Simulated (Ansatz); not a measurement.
Consider NaF in the rock salt structure (space group Fm-3m, No. 225).

```xyz
2
Lattice="0.0000 2.3145 2.3145 2.3145 0.0000 2.3145 2.3145 2.3145 0.0000" Properties=species:S:1:pos:R:3 pbc="T T T"
Na     0.0000     0.0000     0.0000
F      2.3145     2.3145     2.3145
```

Cartesian axes are those of the cell as printed.

Level of theory: plane-wave PAW DFT at the PBEsol level (Ansatz, an electronic-structure program, 420 eV), no spin-orbit coupling.

Perturbation: the cell is scaled by 1.0300 in all directions; the atoms relax in the strained cell.

Question: Predict the stress tensor and what it implies for the stiffness.

Answer: Stress of the strained cell less that of the base (GPa, compression positive):
```
  -3.51    0.00    0.00
   0.00   -3.51    0.00
   0.00    0.00   -3.51
```

Then B = −ΔP/(ΔV/V₀) with ΔV/V₀ = 0.0927 gives secant stiffness values (nonlinear terms included at this strain): B ≈ 38 GPa.

As a check, the harmonic strain energy −½ V₀ Δσ:ε is 12 meV/atom; the computed energy rise is 14 meV/atom.

Whether these cells are dynamically stable was not tested.
